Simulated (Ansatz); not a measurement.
Computed with Ansatz 0.2.0, DFT PBE, scalar-relativistic, plane waves, PAW. All cells share a 420 eV cutoff and Γ-centred k meshes spaced at most about 0.3 Å⁻¹ (about 0.25 or finer for metals, 2π included). No spin polarisation.

All energies are static (0 K, no zero-point motion).

Compare these two cells of Ga3N2, each relaxed at this level.

A.

```yaml
crystal:
  lattice:
    - [1.54651, 0.89288, 6.99071]
    - [-1.54651, 0.89288, 6.99071]
    - [0.00000, -1.78576, 6.99071]
  atoms:
    - { symbol: Ga, position: [0.00000, 0.00000, 0.00000] }
    - { symbol: Ga, position: [0.21624, 0.21624, 0.21624] }
    - { symbol: Ga, position: [0.78376, 0.78376, 0.78376] }
    - { symbol: N, position: [0.39234, 0.39234, 0.39234] }
    - { symbol: N, position: [0.60765, 0.60765, 0.60765] }
```

B.

```yaml
crystal:
  lattice:
    - [2.66389, 1.53800, 6.74252]
    - [-2.66389, 1.53800, 6.74252]
    - [0.00000, -3.07600, 6.74252]
  atoms:
    - { symbol: Ga, position: [0.04677, 0.45322, 0.75000] }
    - { symbol: Ga, position: [0.75000, 0.04677, 0.45322] }
    - { symbol: Ga, position: [0.45322, 0.75000, 0.04677] }
    - { symbol: Ga, position: [0.95322, 0.54678, 0.25000] }
    - { symbol: Ga, position: [0.25000, 0.95322, 0.54678] }
    - { symbol: Ga, position: [0.54678, 0.25000, 0.95322] }
    - { symbol: N, position: [0.90311, 0.90311, 0.90311] }
    - { symbol: N, position: [0.59689, 0.59689, 0.59689] }
    - { symbol: N, position: [0.09689, 0.09689, 0.09689] }
    - { symbol: N, position: [0.40310, 0.40310, 0.40310] }
```

Question: Which is lower in energy, and by how much?

Answer: A is lower, by 200 meV/atom. A has the anti-tetradymite type, space group R-3m (No. 166), 11.6 Å³/atom and no gap on its mesh; B has space group R-3c (No. 167), 16.6 Å³/atom and no gap. Counting N atoms around Ga (those within 1.25 times the shortest such distance or 1.15 times the sum of covalent radii; a slash parts the counts of unlike sites), A has Ga 3/6 and B has Ga 2. Even the lower one lies +0.10 eV/atom against the reference forms of the elements (uncorrected), a margin that errors in the energy of the gaseous reference can exceed. In A, Ga on a site of symmetry -3m has 6 N at 2.17 Å; Ga on a site of symmetry 3m is surrounded by 3 N at 2.16 Å; N is surrounded by 6 Ga at 2.16–2.17 Å. In B, around Ga lie 2 N at 1.90 Å; N is surrounded by 3 Ga at 1.90 Å. Both come from invented guesses.

Weakly bound directions are ill-defined at this level, which has no dispersion term (R-3c), and this can change margins and order among such cells. In R-3m an odd number of electrons in the primitive cell allows no gap without spin; a larger cell or a magnetic state could open one. Cells relaxed within their symmetry can be saddle points.
